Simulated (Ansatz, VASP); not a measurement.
One calculation of Cl, two programs

```xyz
1
Lattice="-1.5578 1.5578 1.5578 1.5578 -1.5578 1.5578 1.5578 1.5578 -1.5578" Properties=species:S:1:pos:R:3 pbc="T T T"
Cl    0.0000    0.0000    0.0000
```

Change from the starting cell: volume scaled by 0.7, PAW files, core large.

Alike in both runs: task single point; functional PBE; k mesh 17 × 17 × 17; occupations fermi-dirac, width 0.1 eV; no spin polarisation.

|  | VASP | Ansatz |
| --- | --- | --- |
| version | VASP 6.6.1 | Ansatz 0.2.0 |
| potentials or method | VASP PAW PBE potentials, release 64 (Cl) | PAW with other files of Ansatz's library (core large), scalar-relativistic |
| plane-wave cutoff (eV) | 520 | 420 |
| valence electrons in the cell | 7 | 7 |

Ansatz gave:

```
pressure (GPa) : 26.8
```

Problem. What did VASP give for the same quantities?

Solution. Pressure (GPa): 26.6.

Caveats: so large a pressure means that the cell lies far from this level's equilibrium, or that cutoff or potentials fall short (VASP); an odd number of electrons without spin polarisation forces a metal; a magnetic or distorted state may lie lower.
